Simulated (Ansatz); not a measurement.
# W: the cost of one run

Method: DFT PBE, scalar-relativistic, plane waves, PAW, in Ansatz 0.2.0.

The COD cell was measured well above room temperature, so it is larger than a cold one.

2 further runs of the same task are left out: 2 set aside as unsound or not needed.

## 1. The starting structure

It takes space group Im-3m (No. 229, cubic). Conventional cell: a = 3.184 Å, b = 3.184 Å, c = 3.184 Å, α = 90.00°, β = 90.00°, γ = 90.00°. Around W (site symmetry m-3m) lie 8 W at 2.76 Å.

As a file:

```
CELL_PARAMETERS angstrom
-1.59178 1.59178 1.59178
1.59178 -1.59178 1.59178
3.18356 3.18356 0.00000
ATOMIC_POSITIONS crystal
W 0.00000 0.00000 0.00000
W 0.50000 0.50000 0.50000
```

It is built from the cell relaxed beforehand with the same method (16.13 Å³/atom).

## 2. Zero of the scan

File input.yaml:

```yaml
crystal:
  lattice:
    - [-1.5917793224, 1.5917793224, 1.5917793224]
    - [1.5917793224, -1.5917793224, 1.5917793224]
    - [3.1835586449, 3.1835586449, 0.0]
  atoms:
    - { symbol: W, position: [0.0, 0.0, 0.0] }
    - { symbol: W, position: [0.5, 0.5, 0.5] }
basis:
  ecutwfc: 420
kpoints:
  mp_grid: { grid: [22, 22, 14] }
hamiltonian:
  xc: pbe
scf:
  occupations: { method: gaussian, width: 0.15 }
output:
  forces: true
  stress: true
  eigenvalues: true
```

Command:

```
$ ansatz run input.yaml --threads 2 --pin off --max-ram 5120MiB --backend cpu --events-out ev --progress --plain --runs-dir out
```

Q: Estimate wall time and peak memory on 2 threads of AMD EPYC 7R43 (Zen 3), shared host.

About 9.5 s, with a peak of 0.79 GiB.
